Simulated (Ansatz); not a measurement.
Method: DFT PBE, scalar-relativistic, plane waves, PAW in Ansatz 0.2.0. Several structures of CdSe₄ were relaxed, and the powder pattern of one of them was computed from 10° to 70° in 2θ (λ = 1.5406 Å; lines under 1 % are left out).

Cu Kα1 powder pattern (kinematic, no thermal factors).
```json
{"2θ (°)": "24.84", "relative intensity": "74"}
{"2θ (°)": "30.55", "relative intensity": "100"}
{"2θ (°)": "35.42", "relative intensity": "10"}
{"2θ (°)": "39.77", "relative intensity": "71"}
{"2θ (°)": "43.75", "relative intensity": "55"}
{"2θ (°)": "50.96", "relative intensity": "39"}
{"2θ (°)": "54.30", "relative intensity": "40"}
{"2θ (°)": "60.59", "relative intensity": "21"}
{"2θ (°)": "63.59", "relative intensity": "1"}
{"2θ (°)": "66.52", "relative intensity": "4"}
{"2θ (°)": "69.38", "relative intensity": "30"}
```

Task: Which structure gives it?
A.

```
Cd Se
1.0
    -2.74529    2.74529    4.69449
     2.74529   -2.74529    4.69449
     2.74529    2.74529   -4.69449
Cd Se
1 4
Direct
  0.00000 0.00000 0.00000
  0.37676 0.37676 0.00000
  0.62324 0.62324 0.00000
  0.50000 0.00000 0.50000
  0.00000 0.50000 0.50000
```

B.

```
Cd Se
1.0
    -4.15702    4.15702    2.18849
     4.15702   -4.15702    2.18849
     4.15702    4.15702   -2.18849
Cd Se
1 4
Direct
  0.00000 0.00000 0.00000
  0.28051 0.81774 0.09825
  0.18226 0.28051 0.46277
  0.81774 0.71949 0.53723
  0.71949 0.18226 0.90175
```

C.

```
Cd Se
1.0
     3.88946    0.00000    0.00000
    -1.94473    3.36837    0.00000
     0.00000    0.00000    8.96320
Cd Se
1 4
Cartesian
  0.0000 0.0000 0.0000
  0.0000 2.2456 7.2968
  0.0000 2.2456 3.6603
  1.9447 1.1228 1.6664
  1.9447 1.1228 5.3029
```

D.

```
Cd Se
1.0
     5.06426    0.00000    0.00000
     0.00000    5.06426    0.00000
     0.00000    0.00000    5.06426
Cd Se
1 4
Direct
  0.00000 0.00000 0.00000
  0.30577 0.30577 0.30577
  0.69423 0.69423 0.30577
  0.30577 0.69423 0.69423
  0.69423 0.30577 0.69423
```

Result: D. Its strongest line, at 2θ = 30.55°, has d = λ/(2 sin θ) = 2.924 Å and is the (1 1 1) reflection of the conventional P-43m cell with a = 5.064 Å. The others have their strongest lines at 32.6° (A); 31.5° (B); 33.2° (C).

The cells needn't be stable.
